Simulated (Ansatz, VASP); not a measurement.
Given: the input of a run of VASP 6.6.1 on HfB.

INCAR

```
SYSTEM = HfB
  PREC = Accurate
  ENCUT = 520
  EDIFF = 1E-7
  ISMEAR = -1
  SIGMA = 0.05
  LREAL = .False.
  LASPH = .True.
  NELM = 100
  ALGO = Normal
  ISIF = 2
  LWAVE = .False.
  LCHARG = .False.
  GGA = PS
  NBANDS = 14
```

KPOINTS

```
regular mesh
0
Gamma
  10 10 10
  0 0 0
```

File POSCAR:

```
HfB
1.0
    0.0000000000      2.3252984591      2.3252984591
    2.3252984591      0.0000000000      2.3252984591
    2.3252984591      2.3252984591      0.0000000000
Hf B
1 1
Direct
    0.5000000000      0.5000000000      0.5000000000
    0.0000000000      0.0000000000      0.0000000000
```

Potentials or basis: VASP PAW PBE potentials, release 64 (Hf_pv, B).

Command:

```console
$ cat potpaw_PBE.64/Hf_pv/POTCAR potpaw_PBE.64/B/POTCAR > POTCAR
$ mpirun -np 1 vasp_std > vasp.out
```

Translate it to Ansatz 0.2.0. Potentials there: all-electron LAPW, scalar-relativistic.

As run (the cutoff follows the program's own potentials):

File input.yaml:

```yaml
crystal:
  lattice:
    - [0.0, 2.3252984591, 2.3252984591]
    - [2.3252984591, 0.0, 2.3252984591]
    - [2.3252984591, 2.3252984591, 0.0]
  atoms:
    - { symbol: Hf, position: [0.5, 0.5, 0.5] }
    - { symbol: B, position: [0.0, 0.0, 0.0] }
kpoints:
  mp_grid: { grid: [10, 10, 10] }
scf:
  occupations: { method: fermi_dirac, width: 0.05 }
hamiltonian:
  xc: pbesol
  pseudopotentials: { kind: all_electron, lapw: { basis_error: 0.0005 } }
output:
  forces: true
  stress: true
  eigenvalues: true
```

Potentials or basis: all-electron LAPW, scalar-relativistic.

Launch:

```sh
$ ansatz run input.yaml --threads 1 --pin off --max-ram 3072MiB --backend cpu --events-out ev --progress --plain --runs-dir out
```

Both were run:

|  | VASP | Ansatz | Ansatz less VASP |
| --- | --- | --- | --- |
| gap on the k mesh at the Fermi level (eV) | none | none | - |
| pressure (GPa) | 19.2 | 18.2 | -0.91 |

A gap of «none» marks a metal or a gap that the smearing closes. Ansatz ran all-electron here, so the differences hold the error of VASP's frozen core and of both bases.

Caveats: so large a pressure means that the cell lies far from this level's equilibrium, or that cutoff or potentials fall short (VASP); the potentials were made for another functional, which shifts forces and pressure (VASP). The runs have no spin-orbit coupling, so splittings on Hf are missing.
